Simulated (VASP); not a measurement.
All values below come from PBEsol GGA, VASP's PBE PAW potentials (set 64) (plane waves; VASP 6.6.1).

Input for VASP

**INCAR**
```
# general
SYSTEM  = Sb2Te3 monolayer
PREC    = Normal
ENCUT   = 400   # plane-wave cut-off (eV)
LREAL   = .FALSE.   # projection in real space or not
LASPH   = .TRUE.

# electronic loop
EDIFF   = 1E-5   # SCF stop (eV)
NELM    = 100   # most electronic steps
NELMIN  = 4
ALGO    = Normal   # blocked Davidson
LMAXMIX = 4   # l cut-off of mixed one-centre charges

# smearing
ISMEAR  = 0
SIGMA   = 0.05   # width (eV)

# functional
GGA     = PS

# ions
IBRION  = 2   # conjugate gradients
NSW     = 50   # most ionic steps
ISIF    = 4
EDIFFG  = -0.03

# output
LWAVE   = .TRUE.
LCHARG  = .FALSE.
```

KPOINTS:
```
Automatic
0
Gamma
 12 12 1
```

**POSCAR**
```
Sb2Te3 monolayer
1
    4.2779503988    -0.0000000000     0.0000000000
   -2.1389751995     3.7048134987     0.0000000000
    0.0000000000     0.0000000000    22.7943980685
Sb Te
2 3
Direct
  0.3333330000   0.6666670000   0.4142670000
  0.0000000000   0.0000000000   0.5857330000
  0.0000000000   0.0000000000   0.3428960000
  0.6666670000   0.3333330000   0.5000000000
  0.3333330000   0.6666670000   0.6571040000
```

POTCAR, in this order: Sb Te (PBE.64 set). Program: vasp_std.

The resulting files:

**OSZICAR**
```
       N       E                     dE             d eps       ncg     rms          rms(c)
DAV:   1     0.164519269798E+03    0.16452E+03   -0.77382E+03   684   0.914E+02
DAV:   2    -0.345785591077E+01   -0.16798E+03   -0.16606E+03  1044   0.169E+02
DAV:   3    -0.195881009243E+02   -0.16130E+02   -0.16030E+02   786   0.608E+01
DAV:   4    -0.202629464272E+02   -0.67485E+00   -0.67340E+00  1170   0.138E+01
DAV:   5    -0.202712636938E+02   -0.83173E-02   -0.83088E-02  1058   0.181E+00    0.850E+00
DAV:   6    -0.201131286451E+02    0.15814E+00   -0.40304E-01   786   0.270E+00    0.582E+00
DAV:   7    -0.201103994198E+02    0.27292E-02   -0.31051E-01   914   0.261E+00    0.142E+00
DAV:   8    -0.200986541730E+02    0.11745E-01   -0.68504E-02   924   0.147E+00    0.662E-01
DAV:   9    -0.200984101550E+02    0.24402E-03   -0.86277E-03   858   0.426E-01    0.491E-01
DAV:  10    -0.200985671103E+02   -0.15696E-03   -0.11554E-03   842   0.196E-01    0.170E-01
DAV:  11    -0.200982890897E+02    0.27802E-03   -0.11784E-03  1074   0.184E-01    0.675E-02
DAV:  12    -0.200983070966E+02   -0.18007E-04   -0.25013E-04   844   0.791E-02    0.409E-02
DAV:  13    -0.200983173353E+02   -0.10239E-04   -0.19737E-05   520   0.238E-02    0.220E-02
DAV:  14    -0.200983329417E+02   -0.15606E-04   -0.14511E-05   572   0.184E-02    0.187E-02
DAV:  15    -0.200983370850E+02   -0.41433E-05   -0.33010E-06   420   0.105E-02
   1 F= -.20098337E+02 E0= -.20098337E+02  d E =-.200983E+02
       N       E                     dE             d eps       ncg     rms          rms(c)
DAV:   1    -0.201245168071E+02   -0.26184E-01   -0.53046E-01   686   0.392E+00    0.395E-01
DAV:   2    -0.201217869111E+02    0.27299E-02   -0.32055E-02   916   0.916E-01    0.277E-01
DAV:   3    -0.201207283964E+02    0.10585E-02   -0.17901E-03   984   0.229E-01    0.149E-01
DAV:   4    -0.201199112590E+02    0.81714E-03   -0.98581E-04   878   0.152E-01    0.779E-02
DAV:   5    -0.201197187631E+02    0.19250E-03   -0.48113E-04   896   0.977E-02    0.352E-02
DAV:   6    -0.201197138345E+02    0.49286E-05   -0.44817E-05   740   0.384E-02
   2 F= -.20119714E+02 E0= -.20119714E+02  d E =-.213767E-01
       N       E                     dE             d eps       ncg     rms          rms(c)
DAV:   1    -0.201247487896E+02   -0.50300E-02   -0.25193E-01   686   0.271E+00    0.270E-01
DAV:   2    -0.201234610928E+02    0.12877E-02   -0.15666E-02   910   0.637E-01    0.192E-01
DAV:   3    -0.201229211676E+02    0.53993E-03   -0.82915E-04  1000   0.157E-01    0.103E-01
DAV:   4    -0.201224977108E+02    0.42346E-03   -0.46168E-04   888   0.103E-01    0.545E-02
DAV:   5    -0.201223764782E+02    0.12123E-03   -0.25967E-04   880   0.707E-02    0.264E-02
DAV:   6    -0.201223774597E+02   -0.98150E-06   -0.21619E-05   500   0.277E-02
   3 F= -.20122377E+02 E0= -.20122377E+02  d E =-.240404E-01
       N       E                     dE             d eps       ncg     rms          rms(c)
DAV:   1    -0.201226872881E+02   -0.31081E-03   -0.99400E-03   692   0.537E-01    0.567E-02
DAV:   2    -0.201226737535E+02    0.13535E-04   -0.59595E-04   908   0.125E-01    0.408E-02
DAV:   3    -0.201226711552E+02    0.25984E-05   -0.25953E-05   676   0.295E-02    0.222E-02
DAV:   4    -0.201226793358E+02   -0.81807E-05   -0.18467E-05   580   0.234E-02
   4 F= -.20122679E+02 E0= -.20122679E+02  d E =-.243423E-01
       N       E                     dE             d eps       ncg     rms          rms(c)
DAV:   1    -0.201226963570E+02   -0.25202E-04   -0.54475E-04   706   0.126E-01    0.120E-02
DAV:   2    -0.201226996544E+02   -0.32974E-05   -0.38329E-05   876   0.306E-02    0.788E-03
DAV:   3    -0.201227025629E+02   -0.29084E-05   -0.13429E-06   356   0.729E-03    0.460E-03
DAV:   4    -0.201227083024E+02   -0.57396E-05   -0.14637E-06   348   0.632E-03
   5 F= -.20122708E+02 E0= -.20122708E+02  d E =-.243712E-01
       N       E                     dE             d eps       ncg     rms          rms(c)
DAV:   1    -0.201240441661E+02   -0.13416E-02   -0.35310E-02   684   0.869E-01    0.168E-01
DAV:   2    -0.201237037830E+02    0.34038E-03   -0.20975E-03   818   0.236E-01    0.595E-02
DAV:   3    -0.201236375003E+02    0.66283E-04   -0.28820E-04   806   0.885E-02    0.383E-02
DAV:   4    -0.201236003597E+02    0.37141E-04   -0.36881E-05   634   0.312E-02    0.243E-02
DAV:   5    -0.201235712499E+02    0.29110E-04   -0.53768E-05   726   0.330E-02    0.151E-02
DAV:   6    -0.201235686197E+02    0.26302E-05   -0.55095E-06   370   0.125E-02
   6 F= -.20123569E+02 E0= -.20123569E+02  d E =-.860317E-03
       N       E                     dE             d eps       ncg     rms          rms(c)
DAV:   1    -0.201255286698E+02   -0.19574E-02   -0.10658E-01   686   0.151E+00    0.292E-01
DAV:   2    -0.201244232505E+02    0.11054E-02   -0.63588E-03   818   0.412E-01    0.104E-01
DAV:   3    -0.201242175776E+02    0.20567E-03   -0.88839E-04   804   0.155E-01    0.661E-02
DAV:   4    -0.201241035615E+02    0.11402E-03   -0.12036E-04   858   0.549E-02    0.431E-02
DAV:   5    -0.201240180668E+02    0.85495E-04   -0.15165E-04   744   0.536E-02    0.256E-02
DAV:   6    -0.201240096127E+02    0.84541E-05   -0.22855E-05   574   0.234E-02
   7 F= -.20124010E+02 E0= -.20124010E+02  d E =-.130131E-02
```

OUTCAR:
```
------------------------ aborting loop because EDIFF is reached ----------------------------------------
  FORCE on cell =-STRESS in cart. coord.  units (eV):
  Direction    XX          YY          ZZ          XY          YZ          ZX
  --------------------------------------------------------------------------------------
  Total       -0.0096250     -0.0096250     -0.0160489      0.0000000      0.0000000     -0.0000000
  in kB       -0.0426857     -0.0426857     -0.0711745      0.0000000      0.0000000     -0.0000000
  external PRESSURE =      -0.0521820 kB  Pullay stress =       0.0000000 kB
  volume of cell :      361.27
      direct lattice vectors                 reciprocal lattice vectors
     4.239560066  0.000000000  0.000000000     0.235873530  0.136181654 -0.000000000
    -2.119780033  3.671566499 -0.000000000    -0.000000000  0.272363309  0.000000000
     0.000000000 -0.000000000 23.209085703    -0.000000000  0.000000000  0.043086574
 POSITION                                       TOTAL-FORCE (eV/Angst)
 -----------------------------------------------------------------------------------
     -0.00000      2.44771      9.63167         0.000000      0.000000      0.006642
      0.00000     -0.00000     13.57742        -0.000000     -0.000000     -0.006642
      0.00000     -0.00000      7.93179         0.000000     -0.000000      0.000932
      2.11978      1.22385     11.60454         0.000000     -0.000000      0.000000
     -0.00000      2.44771     15.27729        -0.000000      0.000000     -0.000932
 -----------------------------------------------------------------------------------
    total drift:                                0.000385     -0.000222      0.000330
  FREE ENERGIE OF THE ION-ELECTRON SYSTEM (eV)
  ---------------------------------------------------
  free  energy   TOTEN  =       -20.1240096127 eV

  energy  without entropy=      -20.1240096127  energy(sigma->0) =      -20.12400961

 reached required accuracy - stopping structural energy minimisation
```
(Selected blocks of OUTCAR.)

**CONTCAR**
```
Sb2Te3 monolayer
   1.00000000000000
     4.2395600660720847    0.0000000000003607    0.0000000000000000
    -2.1197800331348327    3.6715664986889998   -0.0000000000000000
     0.0000000000000001   -0.0000000000000000   23.2090857031759015
  Sb              Te
     2     3
Direct
     0.3333330000000032    0.6666669999999968    0.4149956776549877
     0.0000000000000000    0.0000000000000000    0.5850043223450123
     0.0000000000000000    0.0000000000000000    0.3417537504972804
     0.6666669999999968    0.3333330000000032    0.5000000000000000
     0.3333330000000032    0.6666669999999968    0.6582462495027196
```

### OUTCAR
```
 val. band max:       -0.1043738912   @ k =   0.1667   0.0833   0.0000

 cond. band min:       0.5649847213   @ k =   0.0000   0.0000   0.0000


 Fermi energy:         0.1416246473

 k-point     1 :       0.0000    0.0000    0.0000
  band No.  band energies     occupation
      1     -12.9542      2.00000
      2     -12.3609      2.00000
      3     -11.2237      2.00000
      4      -8.3612      2.00000
      5      -6.7444      2.00000
      6      -2.3064      2.00000
      7      -1.6944      2.00000
      8      -1.6944      2.00000
      9      -1.4418      2.00000
     10      -1.4418      2.00000
     11      -1.1311      2.00000
     12      -0.8524      2.00000
     13      -0.8524      2.00000
     14      -0.4745      2.00000
     15       0.5650      0.00000
     16       0.9750      0.00000
     17       0.9751      0.00000
     18       2.0699      0.00000

 k-point     2 :       0.0833    0.0000    0.0000
  band No.  band energies     occupation
      1     -12.8892      2.00000
      2     -12.3005      2.00000
      3     -11.1839      2.00000
      4      -8.3595      2.00000
      5      -6.8440      2.00000
      6      -2.4900      2.00000
      7      -2.2174      2.00000
      8      -1.9339      2.00000
      9      -1.9188      2.00000
     10      -1.5379      2.00000
     11      -1.4543      2.00000
     12      -0.7877      2.00000
     13      -0.6160      2.00000
     14      -0.1280      2.00000
     15       0.6929      0.00000
     16       1.0948      0.00000
     17       1.2162      0.00000
     18       1.9230      0.00000

 k-point     3 :       0.1667    0.0000    0.0000
  band No.  band energies     occupation
      1     -12.6963      2.00000
      2     -12.1229      2.00000
      3     -11.0729      2.00000
      4      -8.3772      2.00000
      5      -7.1485      2.00000
      6      -3.3768      2.00000
      7      -2.6509      2.00000
      8      -2.4908      2.00000
      9      -2.3567      2.00000
...
```

Unless said otherwise, spin-orbit coupling is left out, though it shifts the bands of the heavy elements here.

The cell is a sheet with vacuum, built from Sb2Te3 (tetradymite).
